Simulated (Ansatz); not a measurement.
# Si (bcc type): the cost of one run

Computed with Ansatz 0.2.0 (DFT PBE, scalar-relativistic, unless a step's input says otherwise).

2 further runs of the same task are left out: 1 for a known fault of the program, 1 that didn't finish.

## (1) The starting structure

The structure is cubic, space group Im-3m (No. 229). Conventional cell: a = 2.812 Å, b = 2.812 Å, c = 2.812 Å, α = 90.00°, β = 90.00°, γ = 90.00°. Around Si (site symmetry m-3m) lie 8 Si at 2.44 Å.

As a file:

```xyz
1
Lattice="-1.4062 1.4062 1.4062 1.4062 -1.4062 1.4062 1.4062 1.4062 -1.4062" Properties=species:S:1:pos:R:3 pbc="T T T"
Si    0.0000    0.0000    0.0000
```

## (2) Relaxing the guess with PAW

Input file input.yaml:

```yaml
crystal:
  lattice:
    - [-1.40625, 1.40625, 1.40625]
    - [1.40625, -1.40625, 1.40625]
    - [1.40625, 1.40625, -1.40625]
  atoms:
    - { symbol: Si, position: [0.0, 0.0, 0.0] }
kpoints:
  mp_grid: { grid: [18, 18, 18] }
scf:
  occupations: { method: fermi_dirac, width: 0.05 }
hamiltonian:
  xc: pbe
  pseudopotentials: { kind: paw }
output:
  forces: true
  stress: true
relax:
  f_tol: 0.005
  max_steps: 80
  cell: {}
```

The run is started by

```console
ansatz run input.yaml --threads 1 --pin off --max-ram 2048MiB --backend cpu --events-out ev --progress --plain --runs-dir out
```

**Question.** How long does this run take on 1 thread of Arm Neoverse V1, shared host?

About 8.2 s.
